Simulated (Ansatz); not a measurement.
Te:

```
Te
1.0
     4.45400    0.00000    0.00000
    -2.22700    3.85728    0.00000
     0.00000    0.00000    5.92400
Te
3
Direct
  0.73100 0.73100 0.00000
  0.00000 0.26900 0.66667
  0.26900 0.00000 0.33333
```

Base run:

- Program: Ansatz 0.2.0
- Functional: BLYP
- Potentials or basis: Ansatz PAW
- Cutoff: 420 eV (not typed: the program's choice for these potentials)
- k mesh: 7 × 7 × 5
- Occupations: fermi-dirac, width 0.05 eV
- Spin: no spin polarisation

Its results: pressure 5.1 GPa; largest force 0.220 eV/Å.

The run is repeated on the same cell with these changes: functional from BLYP to r2SCAN50; cutoff from 420 eV (not typed: the program's choice for these potentials) to 500 eV (not typed: the program's choice for these potentials); k mesh from 7 × 7 × 5 to 4 × 4 × 3. What comes out?

Pressure -1.5 GPa; largest force 0.933 eV/Å.

Several settings changed at once, so the effect can't be laid on one alone.

Caveats: the PAW data sets come from PBE, with cores solved anew for the run's functional, which leaves a small shift of forces and pressure; the thresholds are loose for stress (some runs).
